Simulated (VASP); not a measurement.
# Settings for BaTe: band structure

BaTe, Fm-3m (no. 225), 2 atoms in the cell. R2SCAN; PAW potentials Ba_sv, Te (PBE set). VASP 6.6.1.

Wanted: band energies at the path's corners within 0.02 eV; smallest gap over path and mesh within 0.01 eV.

What the run is for: bands; Accuracy asked: standard; Route: KPOINTS_OPT.

Band energies at the path's corners: counted from the valence top.

POSCAR:
```
BaTe
1.0
    0.0000000000      3.4100000000      3.4100000000
    3.4100000000      0.0000000000      3.4100000000
    3.4100000000      3.4100000000      0.0000000000
Ba Te
1 1
Direct
    0.0000000000      0.0000000000      0.0000000000
    0.5000000000      0.5000000000      0.5000000000
```

The series start from Plane-wave cutoff (eV): 210; k-point mesh: 5 × 5 × 5; k points a path segment: 12; Electronic threshold (eV): 1e-6; Precision mode (PREC): Accurate; Bands in all (NBANDS): 20; Aspherical gradient terms in the spheres (LASPH): yes. Each series keeps the choices made before it, and each single choice may use up half of a tolerance.

## Plane-wave cutoff (eV)

| Plane-wave cutoff (eV) | Band energies at the path's corners, largest deviation (eV) | Smallest gap over path and mesh (eV) | Time (s) |
|---|---|---|---|
| 150 | 0.022 | 1.690 | 68 |
| 180 | 0.004 | 1.683 | 54 |
| 210 | 0.003 | 1.683 | 67 |
| 240 | 0.002 | 1.683 | 37 |
| 300 | 0.001 | 1.683 | 99 |
| 380 | 0.000 | 1.683 | 88 |
| 500 (reference) | 0.000 | 1.683 | 144 |

Chosen: 180, the loosest value from which every tighter one stays within half of the tolerance.

## k-point mesh

| k-point mesh | Band energies at the path's corners, largest deviation (eV) | Smallest gap over path and mesh (eV) | Time (s) |
|---|---|---|---|
| 2 × 2 × 2 | 0.180 | 1.514 | 33 |
| 3 × 3 × 3 | 0.032 | 1.656 | 34 |
| 4 × 4 × 4 | 0.008 | 1.678 | 36 |
| 5 × 5 × 5 | 0.002 | 1.683 | 54 |
| 6 × 6 × 6 | 0.001 | 1.685 | 40 |
| 7 × 7 × 7 (reference) | 0.000 | 1.685 | 43 |

Chosen: 5 × 5 × 5.

## Electronic threshold (eV)

| Electronic threshold (eV) | Band energies at the path's corners, largest deviation (eV) | Smallest gap over path and mesh (eV) | Time (s) |
|---|---|---|---|
| 0.001 | 0.001 | 1.684 | 17 |
| 0.0001 | 0.000 | 1.683 | 19 |
| 1e-5 | 0.000 | 1.683 | 21 |
| 1e-6 | 0.000 | 1.683 | 26 |
| 1e-7 (reference) | 0.000 | 1.683 | 27 |

Chosen: 0.001.

## Precision mode (PREC)

| Precision mode (PREC) | Band energies at the path's corners, largest deviation (eV) | Smallest gap over path and mesh (eV) | Time (s) |
|---|---|---|---|
| SingleN | 0.012 | 1.677 | 8.4 |
| Normal | 0.002 | 1.684 | 9.0 |
| Accurate (reference) | 0.000 | 1.684 | 17 |

Chosen: Normal.

## Bands in all (NBANDS)

| Bands in all (NBANDS) | Band energies at the path's corners, largest deviation (eV) | Smallest gap over path and mesh (eV) | Time (s) |
|---|---|---|---|
| 10 | 0.094 | 1.686 | 6.4 |
| 11 | 0.060 | 1.683 | 7.3 |
| 12 | 0.006 | 1.683 | 7.5 |
| 14 | 0.006 | 1.683 | 8.0 |
| 20 | 0.005 | 1.684 | 9.0 |
| 30 (reference) | 0.000 | 1.687 | 9.9 |

Chosen: 12.

## Aspherical gradient terms in the spheres (LASPH)

| Aspherical gradient terms in the spheres (LASPH) | Band energies at the path's corners, largest deviation (eV) | Smallest gap over path and mesh (eV) | Time (s) |
|---|---|---|---|
| yes | 0.000 | 1.683 | 7.5 |
| no | 0.000 | 1.683 | 3.3 |

Chosen: no, the fastest of those that stay within half of the tolerance.

Also changed on the way, by series that aren't shown: k points a path segment: 5.

## All choices together

| Input | Band energies at the path's corners, largest deviation (eV) | Smallest gap over path and mesh (eV) | Time (s) |
|---|---|---|---|
| the program's defaults (naive) | 0.012 | 1.675 | 13 |
| chosen settings | 0.004 | 1.683 | 3.3 |
| reference settings throughout | 0.000 | 1.685 | 580 |

The tolerance is met.

## The input

INCAR:
```
METAGGA = R2SCAN
ISMEAR = 0
SIGMA = 0.03
LWAVE = False
LCHARG = False
NBANDS = 12
PREC = Normal
LASPH = False
LREAL = False
ALGO = Normal
EDIFF = 0.001
NELM = 120
GGA_COMPAT = False
ENCUT = 180
EFERMI = MIDGAP
LMIXTAU = True
```

KPOINTS:
```
Automatic mesh
0
Gamma
  5 5 5
  0 0 0
```

KPOINTS_OPT:
```
path GXWKGLUWLK,UX
5
line-mode
reciprocal
 0.0000000000  0.0000000000  0.0000000000  G
 0.5000000000  0.0000000000  0.5000000000  X

 0.5000000000  0.0000000000  0.5000000000  X
 0.5000000000  0.2500000000  0.7500000000  W

 0.5000000000  0.2500000000  0.7500000000  W
 0.3750000000  0.3750000000  0.7500000000  K

 0.3750000000  0.3750000000  0.7500000000  K
 0.0000000000  0.0000000000  0.0000000000  G

 0.0000000000  0.0000000000  0.0000000000  G
 0.5000000000  0.5000000000  0.5000000000  L

 0.5000000000  0.5000000000  0.5000000000  L
 0.6250000000  0.2500000000  0.6250000000  U

 0.6250000000  0.2500000000  0.6250000000  U
 0.5000000000  0.2500000000  0.7500000000  W

 0.5000000000  0.2500000000  0.7500000000  W
 0.5000000000  0.5000000000  0.5000000000  L

 0.5000000000  0.5000000000  0.5000000000  L
 0.3750000000  0.3750000000  0.7500000000  K

 0.6250000000  0.2500000000  0.6250000000  U
 0.5000000000  0.0000000000  0.5000000000  X
```

Commands:
```
cat potpaw_PBE.64/Ba_sv/POTCAR potpaw_PBE.64/Te/POTCAR > POTCAR
mpirun -np 1 vasp_std > vasp.out
```

Limits: r2SCAN gaps are mostly well below measured ones; spin-orbit coupling is off, though it shifts bands of the heavy elements by a tenth of an eV or more.

The chosen input took VASP 6.6.1 3.3 s on 1 core (Intel Xeon 6975P-C (Granite Rapids)), a shared host.

## An input that fails: fixed density asked without a density file

VASP's message: ERROR: charge density could not be read from file CHGCAR for ICHARG>10.

Changes against the starting input:
```
- NELM = 120
+ NELM = 95
+ ICHARG = 11
```
